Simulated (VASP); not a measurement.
# HC18 in VASP: further runs

The runs below take HC18 through single point, with PBE+D3(BJ).

Program: VASP 6.6.1. These are calculated values, not measurements. Logs are shortened: lines on timing, memory, paths and dates and some standing lists are left out, and cuts for length are marked.

## (1) Starting point

The cell holds a slab with vacuum, 19 atoms: a = 7.398 Å, b = 7.398 Å, c = 13.000 Å, α = 90.00°, β = 90.00°, γ = 120.00°.

The cell was built by a generator and needn't be a form met in nature.

## (2) Single point, PBE+D3(BJ), collinear spin, typed start

File INCAR:

```
SYSTEM = HC18
ALGO = Normal ; EDIFF = 1E-7
ENCUT = 520 ; GGA = PE
ISIF = 2 ; ISMEAR = -1
ISPIN = 2 ; IVDW = 12
LASPH = .True. ; LCHARG = .True.
LELF = .True. ; LORBIT = 11
LREAL = Auto ; LVHAR = .True.
LWAVE = .False. ; MAGMOM = 0 0.09 0 0.09 0 0 0 0.08 0 0.09 0 0.08 0 0.08 0 0 0 0 0
NBANDS = 56 ; NELM = 150
PREC = Accurate ; SIGMA = 0.02
```

File KPOINTS:

```
k-points
0
Gamma
  2 2 1
  0 0 0
```

File POSCAR:

```
HC18
1.0
    7.3980000000      0.0000000000      0.0000000000
   -3.6990000000      6.4068560000      0.0000000000
    0.0000000000      0.0000000000     13.0000000000
C H
18 1
Direct
   -0.0068128553     -0.0057630451      0.0745729231
    0.2151809239      0.1051763923      0.0748367692
   -0.0068755851      0.3276273105      0.0756207692
    0.2148486686      0.4389784943      0.0745407692
   -0.0060583758      0.6609405612      0.0759786154
    0.2156616028      0.7717254766      0.0756701538
    0.3264348184     -0.0065423665      0.0759964615
    0.5470525328      0.1020177447      0.0779339231
    0.3235054664      0.3268333173      0.0743650000
    0.5454356310      0.4421129490      0.0749349231
    0.3266361247      0.6607688701      0.0752588462
    0.5484136350      0.7725528715      0.0745518462
    0.6597828765     -0.0057232440      0.0756237692
    0.8819477783      0.1054562487      0.0750589231
    0.6604684754      0.3270418439      0.0838176923
    0.8853773377      0.4403478087      0.0779206923
    0.6606145537      0.6639428138      0.0743230769
    0.8822620219      0.7722650548      0.0748071538
    0.6089307803      0.3782284166      0.1641880000
```

Potentials or basis: VASP PAW PBE potentials, release 64 (C, H).

Launch:

```bash
cat potpaw_PBE.64/C/POTCAR potpaw_PBE.64/H/POTCAR > POTCAR
mpirun -np 1 vasp_std > vasp.out
```

OUTCAR:

```text
SYSTEM = HC18
   EDIFF = 1E-7
   ENCUT = 520
   GGA = PE
   ISIF = 2
   ISMEAR = -1
   ISPIN = 2
   IVDW = 12
   LASPH = .True.
   LORBIT = 11
   LREAL = Auto
   NELM = 150
   PREC = Accurate
 IVDW          = 12

 ion  position               nearest neighbor table
   1  0.993  0.994  0.075-  18 1.42   2 1.42  14 1.43
   2  0.215  0.105  0.075-   9 1.42   1 1.42   7 1.43
   3  0.993  0.328  0.076-  16 1.41   4 1.42  14 1.42
   4  0.215  0.439  0.075-   9 1.41   3 1.42  11 1.42
   5  0.994  0.661  0.076-  16 1.41   6 1.42  18 1.43
   6  0.216  0.772  0.076-   5 1.42   7 1.42  11 1.42
   7  0.326  0.993  0.076-   8 1.41   6 1.42   2 1.43
   8  0.547  0.102  0.078-  13 1.41   7 1.41  15 1.44
   9  0.324  0.327  0.074-   4 1.41   2 1.42  10 1.42
  10  0.545  0.442  0.075-  19 1.42  17 1.42   9 1.42  15 1.48
  11  0.327  0.661  0.075-  12 1.42   4 1.42   6 1.42
  12  0.548  0.773  0.075-  17 1.41  13 1.42  11 1.42
  13  0.660  0.994  0.076-   8 1.41  12 1.42  14 1.42
  14  0.882  0.105  0.075-  13 1.42   3 1.42   1 1.43
  15  0.660  0.327  0.084-  19 1.23  16 1.44   8 1.44  10 1.48
  16  0.885  0.440  0.078-   3 1.41   5 1.41  15 1.44
  17  0.661  0.664  0.074-  12 1.41  18 1.42  10 1.42
  18  0.882  0.772  0.075-  17 1.42   1 1.42   5 1.43
  19  0.609  0.378  0.164-  15 1.23  10 1.42

  LATTYP: Found a hexagonal cell.
 ALAT       =     7.3980000000
 C/A-ratio  =     1.7572316842

  Lattice vectors:

 A1 = (   7.3980000000,   0.0000000000,   0.0000000000)
 A2 = (  -3.6990000000,   6.4068560000,   0.0000000000)
 A3 = (   0.0000000000,   0.0000000000,  13.0000000000)

Analysis of symmetry for initial positions (statically):
=====================================================================
 Subroutine PRICEL returns:
 Original cell was already a primitive cell.

 Routine SETGRP: Setting up the symmetry group for a
 hexagonal supercell.

 Subroutine GETGRP returns: Found  1 space group operations
 (whereof  1 operations were pure point group operations)
 out of a pool of 24 trial point group operations.

The static configuration has the point symmetry C_1 .

Analysis of symmetry for dynamics (positions and initial velocities):
=====================================================================
 Subroutine PRICEL returns:
 Original cell was already a primitive cell.

 Routine SETGRP: Setting up the symmetry group for a
 hexagonal supercell.

 Subroutine GETGRP returns: Found  1 space group operations
[... 174 lines left out ...]
  ext. energy  EPLUGINS =         0.00000000
  ---------------------------------------------------
  free energy    TOTEN  =      -167.17615752 eV

  energy without entropy =     -167.17615743  energy(sigma->0) =     -167.17615747

 E-fermi :  -1.4150     XC(G=0):  -3.3402

 val. band max:       -1.7267030341   @ k =   0.0000   0.0000   0.0000
 cond. band min:      -1.1111631820   @ k =   0.5000   0.5000   0.0000
 fundamental gap:      0.6155398521
 Fermi energy:        -1.4150408033

 spin component 1

 k-point     1 :       0.0000    0.0000    0.0000
  band No.  band energies     occupation
      1     -21.5085      1.00000
      2     -19.4725      1.00000
      3     -18.8389      1.00000
      4     -18.7441      1.00000
      5     -18.6762      1.00000
      6     -18.6203      1.00000
[... 193 lines left out ...]
     47       3.9214      0.00000
     48       3.9844      0.00000
 Fermi energy:        -1.4150408033

 spin component 2

 k-point     1 :       0.0000    0.0000    0.0000
  band No.  band energies     occupation
      1     -21.5085      1.00000
      2     -19.4725      1.00000
      3     -18.8389      1.00000
      4     -18.7441      1.00000
      5     -18.6762      1.00000
      6     -18.6203      1.00000
[... 193 lines left out ...]
     47       3.9210      0.00000
     48       3.9813      0.00000
 [bands above 48 left out]

------------------------ aborting loop because EDIFF is reached ----------------------------------------

 Edisp (eV)   -1.62267

 E8    (eV) :    -0.5020

  FORCE on cell =-STRESS in cart. coord.  units (eV):
  Direction    XX          YY          ZZ          XY          YZ          ZX
  --------------------------------------------------------------------------------------
  -------------------------------------------------------------------------------------
  Total       5.10876     4.75897    -0.07302    -0.32245    -0.35556     0.63071
  in kB      13.28383    12.37430    -0.18986    -0.83844    -0.92452     1.63997
  external pressure =        8.49 kB  Pullay stress =        0.00 kB

 VOLUME and BASIS-vectors are now :
 -----------------------------------------------------------------------------
  energy-cutoff  :      520.00
  volume of cell :      616.17
      direct lattice vectors                 reciprocal lattice vectors
     7.398000000  0.000000000  0.000000000     0.135171668  0.078041398  0.000000000
    -3.699000000  6.406856000  0.000000000     0.000000000  0.156082796  0.000000000
     0.000000000  0.000000000 13.000000000     0.000000000  0.000000000  0.076923077

 POSITION                                       TOTAL-FORCE (eV/Angst)
 -----------------------------------------------------------------------------------
      3.66992      6.36993      0.96945        -0.021109      0.018666      0.021338
      1.20286      0.67385      0.97288        -0.036403      0.013604      0.008181
      6.13524      2.09906      0.98307        -0.028194      0.017217      0.012236
     -0.03433      2.81247      0.96903        -0.032634      0.017665     -0.029438
      4.90836      4.23455      0.98772        -0.030934      0.019330     -0.007975
     -1.25915      4.94433      0.98371        -0.026997      0.009056     -0.031070
[... 11 lines left out ...]
      3.67037      4.94779      0.97249        -0.024946      0.012172      0.002685
      3.10580      2.42326      2.13444         0.550748     -0.313129      0.030261
 -----------------------------------------------------------------------------------
    total drift:                                0.015265     -0.002579      0.033184

  FREE ENERGIE OF THE ION-ELECTRON SYSTEM (eV)
  ---------------------------------------------------
  free  energy   TOTEN  =      -168.7988294878 eV

  energy  without entropy=     -168.7988294046  energy(sigma->0) =     -168.79882945

 total charge

# of ion       s       p       d       tot
------------------------------------------
    1        0.861   1.793   0.000   2.654
    2        0.861   1.788   0.000   2.649
    3        0.862   1.803   0.000   2.665
    4        0.862   1.804   0.000   2.666
    5        0.861   1.797   0.000   2.658
    6        0.861   1.799   0.000   2.661
[... 11 lines left out ...]
   18        0.861   1.788   0.000   2.649
   19        0.521   0.044   0.000   0.565
--------------------------------------------------
tot         16.019  32.355   0.000  48.375

 magnetization (x)

# of ion       s       p       d       tot
------------------------------------------
    1       -0.000  -0.000   0.000  -0.000
    2       -0.000   0.000   0.000   0.000
    3       -0.000  -0.000   0.000  -0.000
    4       -0.000   0.000   0.000   0.000
    5       -0.000  -0.000   0.000  -0.000
    6       -0.000  -0.000   0.000  -0.000
[... 11 lines left out ...]
   18       -0.000  -0.000   0.000  -0.000
   19        0.000  -0.000   0.000   0.000
--------------------------------------------------
tot         -0.000  -0.000   0.000  -0.000
```

stdout:

```text
POSCAR found type information on POSCAR C H
 POSCAR found :  2 types and      19 ions
 scaLAPACK will be used
 LDA part: xc-table for (Slater+PW92), standard interpolation
 POSCAR, INCAR and KPOINTS ok, starting setup
 FFT: planning ... GRIDC
 FFT: planning ... GRID_SOFT
 FFT: planning ... GRID
 WAVECAR not read
 entering main loop
```

Wall time 12 min (1 thread of Intel Xeon Platinum 8259CL at 2.50GHz (Skylake/Cascade Lake), shared host); peak memory 0.92 GiB.

What came out:

```yaml
Free_energy: -168.7988 eV
Largest_force: 0.634 eV/Å
Band_gap_on_the_k_mesh: none (metal or under the smearing width)
Net_moment: 0.00 μB per cell
Valence_electrons_inside_the_program's_atomic_spheres: C 2.65, 2.67, 2.66, 2.63; H 0.56
Dispersion_energy_per_atom: -0.085 eV
```

Forces on the atoms (eV/Å):
```
C   -0.021  0.019  0.021
C   -0.036  0.014  0.008
C   -0.028  0.017  0.012
C   -0.033  0.018 -0.029
C   -0.031  0.019 -0.008
C   -0.027  0.009 -0.031
C   -0.023  0.016 -0.009
C   -0.031  0.005  0.027
C   -0.005  0.040 -0.038
C   -0.066  0.016 -0.150
C   -0.041  0.017 -0.034
C   -0.028  0.014 -0.036
C   -0.030  0.024  0.018
C   -0.031  0.027  0.028
C   -0.060  0.016  0.185
C    0.000  0.034  0.030
C   -0.034 -0.005 -0.026
C   -0.025  0.012  0.003
H    0.551 -0.313  0.030
```

Caveat: the k mesh is coarse (spacing up to 0.49 Å⁻¹), so the values aren't converged.

## (3) Single point, PBE+D3(BJ), collinear spin, typed start

File INCAR:

```
PREC = Accurate ; ENCUT = 520
EDIFF = 1E-7 ; ISMEAR = -1
SIGMA = 0.02 ; LREAL = Auto
LASPH = True ; NELM = 150
ALGO = Normal ; ISIF = 2
LWAVE = False ; LCHARG = True
ISPIN = 2 ; MAGMOM = 0 0 0 0 0 0 0 0 0 0 0 0 0 0 0 0 0 0 1
LORBIT = 11 ; GGA = PE
IVDW = 12 ; LELF = True
LVHAR = True ; NBANDS = 56
```

File KPOINTS:

```
Automatic mesh
0
Gamma
  2 2 1
```

File POSCAR:

```
HC18
1.0
    7.3980000000      0.0000000000      0.0000000000
   -3.6990000000      6.4068560000      0.0000000000
    0.0000000000      0.0000000000     13.0000000000
C H
18 1
Direct
   -0.0047225456     -0.0034765191      0.0722852650
    0.2145711653      0.1034648820      0.0773459716
   -0.0047238152      0.3315498703      0.0722698598
    0.2145734535      0.4439033259      0.0773277415
   -0.0052978421      0.6637489501      0.0670432976
    0.2163693860      0.7745838598      0.0679855902
    0.3269205213     -0.0034780502      0.0723173744
    0.5503470374      0.1080879072      0.0746533331
    0.3280678266      0.3304387858      0.1041771913
    0.5549758525      0.4438877537      0.0772768595
    0.3269238593      0.6632009656      0.0723040693
    0.5503488086      0.7750558821      0.0746533234
    0.6613763644     -0.0029132008      0.0744971255
    0.8834008461      0.1080972127      0.0746265234
    0.6619381861      0.3315387512      0.0722416455
    0.8838744252      0.4420914345      0.0679469959
    0.6619396689      0.6631994610      0.0722439473
    0.8838755542      0.7745806530      0.0679527751
    0.3280477475      0.3304254751      0.1908515104
```

Potentials or basis: VASP PAW PBE potentials, release 64 (C, H).

Launch:

```bash
cat potpaw_PBE.64/C/POTCAR potpaw_PBE.64/H/POTCAR > POTCAR
mpirun -np 1 vasp_std > vasp.out
```

Run time: 8.5 min. Hardware: 1 thread of AMD EPYC 9R45 (Zen 5), shared host; peak memory 0.88 GiB.

The run converged. Its results:

* Free energy: -169.4220 eV
* Largest force: 0.021 eV/Å
* Band gap on the k mesh: 0.28 eV, direct
* Net moment: 1.00 μB per cell
* Site moments: C -0.06, +0.13, -0.03, +0.06, +0.12, -0.02, -0.04; H +0.05 μB
* Valence electrons inside the program's atomic spheres: C 2.66, 2.63, 2.65, 2.64; H 0.65
* Dispersion energy per atom: -0.086 eV

Forces in eV/Å, atoms in the order of the input:
```
C   -0.010  0.003 -0.004
C   -0.007  0.020 -0.002
C   -0.004 -0.002 -0.003
C    0.010 -0.011 -0.001
C    0.001 -0.004 -0.004
C    0.001 -0.005 -0.003
C    0.005 -0.001 -0.005
C    0.001  0.006  0.003
C   -0.002 -0.008  0.008
C   -0.012 -0.003  0.000
C    0.001  0.001 -0.004
C    0.015  0.000  0.001
C   -0.006  0.000  0.000
C    0.011  0.004  0.003
C   -0.002 -0.004  0.003
C    0.007  0.000 -0.007
C   -0.006 -0.003  0.002
C   -0.005  0.007 -0.006
H    0.002  0.001  0.018
```

Levels at points of the mesh, in eV from the valence-band top:
Spin up:
```
           k point  band 33  band 34  band 35  band 36  band 37  band 38  band 39  band 40  band 41  band 42
(0.00, 0.00, 0.00)    -2.89    -2.89    -1.83    -0.11    -0.11     0.28     2.22     3.30     4.11     4.89
(0.50, 0.00, 0.00)    -2.59    -2.58    -2.52    -2.33    -0.11     1.93     2.55     2.57     2.63     3.78
(0.00, 0.50, 0.00)    -2.59    -2.58    -2.52    -2.33    -0.11     1.94     2.55     2.57     2.63     3.78
(0.50, 0.50, 0.00)    -2.59    -2.58    -2.52    -2.33    -0.11     1.94     2.55     2.57     2.63     3.78
```
Spin down:
| k point | band 32 | band 33 | band 34 | band 35 | band 36 | band 37 | band 38 | band 39 | band 40 | band 41 |
| --- | --- | --- | --- | --- | --- | --- | --- | --- | --- | --- |
| (0.00, 0.00, 0.00) | -4.29 | -2.86 | -2.85 | -1.66 | 0.00 | 0.44 | 0.44 | 2.42 | 3.40 | 4.19 |
| (0.50, 0.00, 0.00) | -3.90 | -2.45 | -2.41 | -2.40 | -2.22 | 0.50 | 2.04 | 2.69 | 2.76 | 2.77 |
| (0.00, 0.50, 0.00) | -3.90 | -2.45 | -2.41 | -2.40 | -2.22 | 0.50 | 2.04 | 2.69 | 2.76 | 2.77 |
| (0.50, 0.50, 0.00) | -3.90 | -2.45 | -2.41 | -2.40 | -2.22 | 0.50 | 2.04 | 2.69 | 2.76 | 2.77 |

Caveat: the k mesh is coarse (spacing up to 0.49 Å⁻¹), so the values aren't converged. Expect the measured gap to be larger: semilocal functionals such as PBE lack the derivative discontinuity.

(Part 1 of 2 ends here.)
